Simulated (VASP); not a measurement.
# InAs (F-43m) in VASP: a series of runs, part 2 of 3

VASP 6.6.1.

**3. Single point, LDA**

This run uses another cell than the first one, of 29.14 Å³/atom, 1.002 times its volume.

INCAR reads:

```
ALGO     = Normal         # electronic algorithm
EDIFF    = 1E-7           # SCF threshold, eV
ENCUT    = 520            # plane-wave cutoff, eV
GGA      = CA             # functional
ISIF     = 2              # what is computed and relaxed
ISMEAR   = -1             # smearing method
LASPH    = True           # aspherical terms in the spheres
LCHARG   = False          # write CHGCAR
LREAL    = False          # projectors in reciprocal space
LWAVE    = False          # write WAVECAR
NBANDS   = 16             # bands
NELM     = 80             # most SCF steps
PREC     = Accurate       # precision mode
SIGMA    = 0.05           # smearing width, eV
```

KPOINTS reads:

```
k-points
0
Gamma
  8 8 8
```

POSCAR reads:

```
InAs
1.0
    0.0000000000      3.0771914981      3.0771914981
    3.0771914981      0.0000000000      3.0771914981
    3.0771914981      3.0771914981      0.0000000000
In As
1 1
Direct
    0.0000000000      0.0000000000      0.0000000000
    0.7500000000      0.7500000000      0.7500000000
```

Potentials or basis: VASP PAW LDA potentials, release 64 (In_d, As).

Run with:

```sh
$ cat potpaw_LDA.64/In_d/POTCAR potpaw_LDA.64/As/POTCAR > POTCAR
$ mpirun -np 1 vasp_std > vasp.out
```

OUTCAR:

```text
EDIFF = 1E-7
   ENCUT = 520
   GGA = CA
   ISIF = 2
   ISMEAR = -1
   LASPH = True
   LREAL = False
   NELM = 80
   PREC = Accurate

 ion  position               nearest neighbor table
   1  0.000  0.000  0.000-   2 2.66   2 2.66   2 2.66   2 2.66
   2  0.750  0.750  0.750-   1 2.66   1 2.66   1 2.66   1 2.66

  LATTYP: Found a face centered cubic cell.
 ALAT       =     6.1543829962

  Lattice vectors:

 A1 = (   0.0000000000,   3.0771914981,   3.0771914981)
 A2 = (   3.0771914981,   0.0000000000,   3.0771914981)
 A3 = (   3.0771914981,   3.0771914981,   0.0000000000)

Analysis of symmetry for initial positions (statically):
=====================================================================
 Subroutine PRICEL returns:
 Original cell was already a primitive cell.

 Routine SETGRP: Setting up the symmetry group for a
 face centered cubic supercell.

 Subroutine GETGRP returns: Found 24 space group operations
 (whereof 24 operations were pure point group operations)
 out of a pool of 48 trial point group operations.

The static configuration has the point symmetry T_d .

Analysis of symmetry for dynamics (positions and initial velocities):
=====================================================================
 Subroutine PRICEL returns:
 Original cell was already a primitive cell.

 Routine SETGRP: Setting up the symmetry group for a
 face centered cubic supercell.

 Subroutine GETGRP returns: Found 24 space group operations
 (whereof 24 operations were pure point group operations)
 out of a pool of 48 trial point group operations.

The dynamic configuration has the point symmetry T_d .

 Subroutine INISYM returns: Found 24 space group operations
 (whereof 24 operations are pure point group operations),
 and found     1 'primitive' translations

[... 102 lines left out ...]
   POTIM  = 0.5000    time-step for ionic-motion
   TEBEG  =    0.0;   TEEND  =   0.0 temperature during run
   PSTRESS=    0.0 pullay stress
   NELECT =      18.0000    total number of electrons
   NUPDOWN=      -1.0000    fix difference up-down
   EMIN   =  10.00;   EMAX   =-10.00  energy-range for DOS
   EFERMI =   0.00;   METHOD = LEGACY
   ISMEAR =    -1;   SIGMA  =   0.05  broadening in eV -4-tet -1-fermi 0-gaus
   EFERMI_NEDOS =   21; number of points for ismear=-14 and -15
   IALGO  =     38    algorithm
   IMIX   =      4    mixing-type and parameters
     AMIX     =   0.40;   BMIX     =  1.00
     AMIX_MAG =   1.60;   BMIX_MAG =  1.00
  volume/ion in A,a.u.               =      29.14       196.63
  Fermi-wavevector in a.u.,A,eV,Ry     =   1.106627  2.091221 16.662003  1.224623
  Thomas-Fermi vector in A             =   2.243130
   LORBIT       =      0    0 simple, 1 ext, 2 COOP (PROOUT), +10 PAW based schemes
   GGA     = CA    functional components
   LHFCALC =     F    Hartree Fock is set to
   AEXX    =    0.0000 exact exchange contribution
   IVDW    =     0    specifies the selected vdW correction
   LEPSILON=     F    determine dielectric tensor
   LRPA    =     F    only Hartree local field effects (RPA)
 non-spin polarized calculation
  energy-cutoff  :      520.00
  volume of cell :       58.28
 maximum number of plane-waves:      1588
   NGX = 17   NGY = 17   NGZ = 17

 number of electron      18.0000005 magnetization

 Free energy of the ion-electron system (eV)
  ---------------------------------------------------
  ext. energy  EPLUGINS =         0.00000000
  ---------------------------------------------------
  free energy    TOTEN  =        -8.99122292 eV

  energy without entropy =       -8.99065063  energy(sigma->0) =       -8.99093678

 E-fermi :   3.8641     XC(G=0):  -9.1886

 val. band max:        3.8131255810   @ k =   0.0000   0.0000   0.0000
 cond. band min:       4.5080619520   @ k =   0.5000   0.0000   0.0000
 fundamental gap:      0.6949363710
 Fermi energy:         3.8641198559

 k-point     1 :       0.0000    0.0000    0.0000
  band No.  band energies     occupation
      1     -10.4427      2.00000
      2     -10.4427      2.00000
      3     -10.4427      2.00000
      4     -10.3349      2.00000
      5     -10.3349      2.00000
      6      -7.7735      2.00000
[... 433 lines left out ...]
      3     -10.3976      2.00000
      4     -10.3392      2.00000
      5     -10.3286      2.00000
      6      -6.2120      2.00000
[... 8 lines left out ...]
     15      13.9614      0.00000
     16      14.5791      0.00000

 [... further k-points ...]
[... 5 lines left out ...]
  --------------------------------------------------------------------------------------
  -------------------------------------------------------------------------------------
  Total       -1.1505839     -1.1505839     -1.1505839     -0.0000000      0.0000000     -0.0000000
  in kB      -31.6326305    -31.6326305    -31.6326305     -0.0000000      0.0000000     -0.0000000
  external PRESSURE =     -31.6326305 kB  Pullay stress =       0.0000000 kB

 VOLUME and BASIS-vectors are now :
 -----------------------------------------------------------------------------
  energy-cutoff  :      520.00
  volume of cell :       58.28
      direct lattice vectors                 reciprocal lattice vectors
     0.000000000  3.077191498  3.077191498    -0.162485825  0.162485825  0.162485825
     3.077191498  0.000000000  3.077191498     0.162485825 -0.162485825  0.162485825
     3.077191498  3.077191498  0.000000000     0.162485825  0.162485825 -0.162485825

 POSITION                                       TOTAL-FORCE (eV/Angst)
 -----------------------------------------------------------------------------------
      0.00000      0.00000      0.00000         0.000000      0.000000      0.000000
      4.61579      4.61579      4.61579        -0.000000     -0.000000     -0.000000
 -----------------------------------------------------------------------------------
    total drift:                                0.000000      0.000000     -0.000000

  FREE ENERGIE OF THE ION-ELECTRON SYSTEM (eV)
  ---------------------------------------------------
  free  energy   TOTEN  =        -8.9912229222 eV

  energy  without entropy=       -8.9906506332  energy(sigma->0) =       -8.99093678
```

OSZICAR:

```text
N       E                     dE             d eps       ncg     rms          rms(c)
DAV:   1     0.110619106193E+03    0.11062E+03   -0.81734E+03   936   0.120E+03
DAV:   2    -0.164438613176E+01   -0.11226E+03   -0.10772E+03  1008   0.295E+02
DAV:   3    -0.908277971198E+01   -0.74384E+01   -0.74063E+01  1232   0.735E+01
DAV:   4    -0.927560882415E+01   -0.19283E+00   -0.19279E+00  1128   0.135E+01
DAV:   5    -0.928525380587E+01   -0.96450E-02   -0.96449E-02  1472   0.256E+00    0.428E+00
DAV:   6    -0.902838173688E+01    0.25687E+00   -0.35858E-01  1456   0.980E+00    0.236E+00
DAV:   7    -0.899468585836E+01    0.33696E-01   -0.92486E-02  1288   0.255E+00    0.663E-01
DAV:   8    -0.899128385657E+01    0.34020E-02   -0.97944E-03  1168   0.112E+00    0.183E-01
DAV:   9    -0.899119541152E+01    0.88445E-04   -0.69609E-04  1216   0.238E-01    0.110E-01
DAV:  10    -0.899121963417E+01   -0.24223E-04   -0.78175E-05  1408   0.126E-01    0.588E-02
DAV:  11    -0.899122474531E+01   -0.51111E-05   -0.21256E-05  1256   0.817E-02    0.437E-02
DAV:  12    -0.899122290738E+01    0.18379E-05   -0.29749E-06  1288   0.190E-02    0.747E-03
DAV:  13    -0.899122292220E+01   -0.14818E-07   -0.49103E-07  1240   0.376E-03
   1 F= -.89912229E+01 E0= -.89909368E+01  d E =-.572289E-03
```

Wall time 8 s (1 thread of Intel Xeon 6975P-C (Granite Rapids), shared host); peak memory 0.16 GiB.

Results:

```
Free energy            : -8.9912 eV
Pressure               : -3.2 GPa
Band gap on the k mesh : zero (filled and empty bands touch)
```

Levels at points of the mesh, in eV from the Fermi level:
```
           k point  band 6  band 7  band 8  band 9  band 10  band 11  band 12  band 13
(0.00, 0.00, 0.00)  -11.64   -0.71   -0.05   -0.05    -0.05     3.74     3.74     3.74
(0.50, 0.00, 0.00)  -10.32   -5.63   -0.98   -0.98     0.64     4.52     4.52     6.56
(0.50, 0.50, 0.00)   -9.83   -5.75   -2.23   -2.23     1.45     1.89     8.62     8.72
```

Caveat: spin-orbit coupling is left out, which moves the levels of the heavy elements.

(Continued in part 3 of 3.)
